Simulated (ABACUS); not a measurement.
# BN (F-43m) in ABACUS: further runs, part 3 of 3

ABACUS 3.10.1. Earlier steps stand in the parts before.

## 6. Single point, HLE16

Contents of INPUT:

```
INPUT_PARAMETERS
suffix              BN
calculation         scf
basis_type          pw
pseudo_dir          ./
symmetry            1
dft_functional      GGA_XC_HLE16
ecutwfc             92
pseudo_rcut         10
nspin               1
nbands              14
ks_solver           dav
smearing_method     fd
smearing_sigma      0.00367493
scf_thr             1e-08
scf_nmax            100
mixing_type         broyden
mixing_beta         0.7
cal_force           1
cal_stress          1
out_chg             1
kpar                4
```

Contents of STRU:

```
ATOMIC_SPECIES
N 14.0070 N.upf
B 10.8100 B.upf

LATTICE_CONSTANT
4.8452022309

LATTICE_VECTORS
0.0000000000 0.7071067812 0.7071067812
0.7071067812 0.0000000000 0.7071067812
0.7071067812 0.7071067812 0.0000000000

ATOMIC_POSITIONS
Cartesian

N
0.0
1
0.3535533906 0.3535533906 0.3535533906 1 1 1

B
0.0
1
0.0000000000 0.0000000000 0.0000000000 1 1 1
```

Contents of KPT:

```
K_POINTS
0
Gamma
10 10 10 0 0 0
```

Potentials or basis: Ansatz NC PBE, plane waves.

On the command line:

```bash
$ OMP_NUM_THREADS=1 mpirun -np 4 abacus > log
```

running log:

```text
[... set-up lines left out ...]
 PW ALGORITHM --------------- ION=   1  ELEC=   1--------------------------------

 Density error is 0.450484565393
                          Error Threshold = 0.01
----------------------------------------------------------
     Energy           Rydberg                 eV
----------------------------------------------------------
 E_KohnSham     -29.7575815787       -404.8726681699
 E_Harris       -28.4371867747       -386.9077752260
 E_Fermi        0.7513275278         10.2223354429
----------------------------------------------------------

 PW ALGORITHM --------------- ION=   1  ELEC=   2--------------------------------

 Density error is 0.127376349072
                          Error Threshold = 0.00563105706741
----------------------------------------------------------
     Energy           Rydberg                 eV
----------------------------------------------------------
 E_KohnSham     -29.8630213458       -406.3072497982
 E_Harris       -30.5443317135       -415.5769529055
 E_Fermi        0.7302462496         9.9355099374
----------------------------------------------------------
[... 39 lines left out ...]
 Density error is 2.56630317789e-08
                          Error Threshold = 3.3089191043e-08
----------------------------------------------------------
     Energy           Rydberg                 eV
----------------------------------------------------------
 E_KohnSham     -29.8887393225       -406.6571608231
 E_Harris       -29.8888057542       -406.6580646725
 E_Fermi        0.8693244202         11.8277655256
----------------------------------------------------------

 PW ALGORITHM --------------- ION=   1  ELEC=   7--------------------------------

 Density error is 3.89259809808e-09
                          Error Threshold = 3.20787897236e-10
----------------------------------------------------------
     Energy           Rydberg                 eV
----------------------------------------------------------
 E_KohnSham     -29.8887393428       -406.6571610992
 E_KS(sigma->0) -29.8887393428       -406.6571610992
 E_Harris       -29.8886077176       -406.6553702461
 E_band         -0.1394216168        -1.8969284132
 E_one_elec     4.3769909004         59.5520163397
 E_Hartree      4.0656276964         55.3157026172
 E_xc           -12.0704951387       -164.2275115670
 E_Ewald        -26.2608628009       -357.2973684891
 E_entropy(-TS) -0.0000000000        -0.0000000000
 E_descf        0.0000000000         0.0000000000
 E_exx          0.0000000000         0.0000000000
 E_Fermi        0.8692951561         11.8273673669
----------------------------------------------------------

 charge density convergence is achieved
 final etot is -406.6571611 eV
 EFERMI = 11.827367367 eV

 STATE ENERGY(eV) AND OCCUPATIONS    NSPIN == 1
 1/12 kpoint (Cartesian) = 0.0000 0.0000 0.0000 (1243 pws)
       1       -12.3162     0.00200000
       2        7.27581     0.00200000
       3        7.27581     0.00200000
       4        7.27581     0.00200000
       5        16.5488    1.95655e-44
       6        16.5488    1.95655e-44
       7        16.5488    1.95655e-44
       8        18.1745    1.48135e-58
       9        33.4543        0.00000
      10        35.7282        0.00000
      11        35.7282        0.00000
      12        37.1370        0.00000
      13        37.1370        0.00000
      14        37.1370        0.00000

 2/12 kpoint (Cartesian) = 0.070711 0.070711 0.070711 (1218 pws)
       1       -12.0835      0.0160000
       2        6.11864      0.0160000
       3        7.04356      0.0160000
       4        7.04356      0.0160000
       5        16.8670    2.69162e-46
       6        16.9071    1.20864e-46
       7        16.9071    1.20864e-46
       8        18.8342    2.20622e-63
       9        33.2876        0.00000
      10        33.5324        0.00000
      11        33.5324        0.00000
      12        36.6645        0.00000
      13        40.3739        0.00000
[... 50 lines left out ...]
 6/12 kpoint (Cartesian) = 0.35355 0.35355 0.35355 (1194 pws)
       1       -8.39726     0.00800000
       2       -2.67037     0.00800000
       3        5.45027     0.00800000
       4        5.45027     0.00800000
       5        17.9288    8.07118e-56
       6        18.5101    7.19911e-61
       7        18.5101    7.19911e-61
       8        23.1346        0.00000
       9        32.1452        0.00000
      10        34.7448        0.00000
      11        35.0079        0.00000
      12        35.0079        0.00000
      13        43.0108        0.00000
      14        43.0108        0.00000

[... levels at 6 further k points ...]

------------------------------------------------------------------------------------------
 TOTAL-FORCE (eV/Angstrom)
------------------------------------------------------------------------------------------
                        N1         0.0000000000         0.0000000000         0.0000000000
                        B1         0.0000000000         0.0000000000         0.0000000000
------------------------------------------------------------------------------------------

----------------------------------------------------------------
 TOTAL-STRESS (KBAR)
----------------------------------------------------------------
      -822.2716237703        -0.0000000000        -0.0000000000
         0.0000000000      -822.2716237703        -0.0000000000
         0.0000000000        -0.0000000000      -822.2716237703
----------------------------------------------------------------
 TOTAL-PRESSURE: -822.271624 KBAR

 --------------------------------------------
 !FINAL_ETOT_IS -406.6571610992142496 eV
 --------------------------------------------
```

It took 3.4 s on 4 MPI ranks of Intel Xeon Platinum 8488C (Sapphire Rapids), shared host; peak memory 0.24 GiB.

What came out:

- Free energy: -406.6572 eV
- Pressure: -82.2 GPa
- Band gap on the k mesh: 5.62 eV, indirect (least direct gap 9.27 eV)

Levels at points of the mesh, in eV from the valence-band top:
```tsv
k point	band 2	band 3	band 4	band 5	band 6	band 7
(0.00, 0.00, 0.00)	0.00	0.00	0.00	9.27	9.27	9.27
(0.50, 0.50, 0.50)	-9.95	-1.83	-1.83	10.65	11.23	11.23
(0.50, 0.50, 0.00)	-8.37	-4.58	-4.58	5.62	10.19	17.88
```

Caveat: the cell as given lies far from equilibrium; the potentials were made for a functional far from this one; so large a pressure means that the cell lies far from this level's equilibrium, or that cutoff or potentials fall short; the potentials were made for another functional, which shifts forces and pressure. A k mesh can miss the band edges.

## 7. The runs side by side

| task | level | potentials or basis | cell | cutoff (eV) | optimiser | force threshold | max steps | cell moves | gap on the mesh (eV) | pressure (GPa) |
| --- | --- | --- | --- | --- | --- | --- | --- | --- | --- | --- |
| single point | PBEsol | GBRV ultrasoft 1.5 PBEsol, plane waves | as given | 544 | - | - | - | - | 4.28 | -5.8 |
| single point | RPBE | Ansatz NC PBE, plane waves | as given | 1252 | - | - | - | - | 4.55 | 1.9 |
| single point | LDA-PW92 | GBRV ultrasoft 1.5 LDA, plane waves | as given | 544 | - | - | - | - | 4.34 | -13.5 |
| relaxation of cell and atoms | LDA-PW92 | GBRV ultrasoft 1.5 LDA, plane waves | relaxed | 544 | ASE BFGS | 0.03 eV/Å | 60 | yes | 4.39 | 0.3 |
| single point | HLE16 | Ansatz NC PBE, plane waves | as given | 1252 | - | - | - | - | 5.62 | -82.2 |

Alike in all rows: no spin polarisation; k mesh 10 × 10 × 10; smearing fermi-dirac 0.05 eV.

Caveats: the potentials were made for another functional, which shifts forces and pressure (some runs); the cell as given lies far from equilibrium (some runs); the potentials were made for a functional far from this one (some runs); so large a pressure means that the cell lies far from this level's equilibrium, or that cutoff or potentials fall short (some runs).

Absolute energies hang on the potentials; compare differences alone.

## 8. Against experiment

Step 2. A measured gap of BN is 6.4 eV (indirect; 300 K; a printed reference work, monograph); the calculated 4.28 eV misses it by -2.12 eV. The value is that of PBEsol on a finite k mesh, which can miss the band edges, without temperature or zero-point motion. Semilocal functionals fall short of measured gaps as a rule. The cell is a database's relaxed one, not the measured one, which moves gaps too.

Step 3. Measured gap of BN: 6.4 eV (indirect; 300 K; a printed reference work, monograph). This calculation gives 4.55 eV (-1.85 eV). The value is that of RPBE on a finite k mesh, which can miss the band edges, without temperature or zero-point motion. Semilocal functionals fall short of measured gaps as a rule. The cell is a database's relaxed one, not the measured one, which moves gaps too.

Step 4. Against the measured gap of BN, 6.4 eV (indirect; 300 K; a printed reference work, monograph), the calculated 4.34 eV is off by -2.06 eV. The value is that of LDA-PW92 on a finite k mesh, which can miss the band edges, without temperature or zero-point motion. Semilocal functionals fall short of measured gaps as a rule. The cell is a database's relaxed one, not the measured one, which moves gaps too.
